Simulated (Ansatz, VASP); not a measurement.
## Two plane-wave programs on Cr

```xyz
2
Lattice="0.0000 1.9862 4.3057 1.3798 0.0000 4.3057 1.3798 1.9862 0.0000" Properties=species:S:1:pos:R:3 pbc="T T T"
Cr    1.3798    1.9862    1.1284
Cr    1.3798    1.9862    7.4829
```

Alike in both runs: functional r2SCAN; k mesh 8 × 8 × 8; occupations gaussian, width 0.1 eV; no spin polarisation.

Ansatz relaxed the structure, and its values are those at the end. VASP's run is a single point on that final structure, the one shown.

|  | VASP | Ansatz |
| --- | --- | --- |
| version | VASP 6.6.1 | Ansatz 0.2.0 |
| potentials or method | VASP PAW PBE potentials, release 64 (Cr_pv) | scalar-relativistic, plane waves, PAW |
| plane-wave cutoff (eV) | 520 | 500 |
| valence electrons in the cell | 24 | 28 |

```tsv
	VASP	Ansatz	Ansatz less VASP
gap on the k mesh at the Fermi level (eV)	none	none	-
pressure (GPa)	0.8	0.0	-0.84
rms of the force components (eV/Å)	0.015	0.000	-0.0149
```

A gap of «none» marks a metal or a gap that the smearing closes. The two sets of potentials don't hold the same shells in valence.

Caveats: the PAW data sets were made with another functional, which shifts forces and pressure a little (VASP); the run has no spin polarisation, though such a crystal can be magnetic. Spin polarisation is off, so any magnetic state and its effect on volume and gap are missing.
